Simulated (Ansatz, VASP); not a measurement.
**Two plane-wave programs on In3Se**

```
CELL_PARAMETERS angstrom
4.58785 0.00000 0.00000
0.00000 4.58785 0.00000
0.00000 0.00000 4.58785
ATOMIC_POSITIONS crystal
In 0.00000 0.50000 0.50000
In 0.50000 0.00000 0.50000
In 0.50000 0.50000 0.00000
Se 0.00000 0.00000 0.00000
```

Alike in both runs: functional PBEsol; dispersion D3(BJ); k mesh 10 × 10 × 10; occupations gaussian, width 0.1 eV; no spin polarisation.

Ansatz relaxed the structure, and its values are those at the end. VASP's run is a single point on that final structure, the one shown.

|  | VASP | Ansatz |
| --- | --- | --- |
| version | VASP 6.6.1 | Ansatz 0.2.0 |
| potentials or method | VASP PAW PBE potentials, release 64 (In_d, Se) | scalar-relativistic, plane waves, PAW |
| plane-wave cutoff (eV) | 520 | 420 |
| valence electrons in the cell | 45 | 55 |

```tsv
	VASP	Ansatz	Ansatz less VASP
gap on the k mesh at the Fermi level (eV)	none	none	-
pressure (GPa)	0.0	0.0	+0.01
```

A gap of «none» marks a metal or a gap that the smearing closes. The two sets of potentials don't hold the same shells in valence.

Caveats: the PAW data sets were made with another functional, which shifts forces and pressure a little (VASP); pairwise dispersion overbinds metals, which lowers pressure and volume.
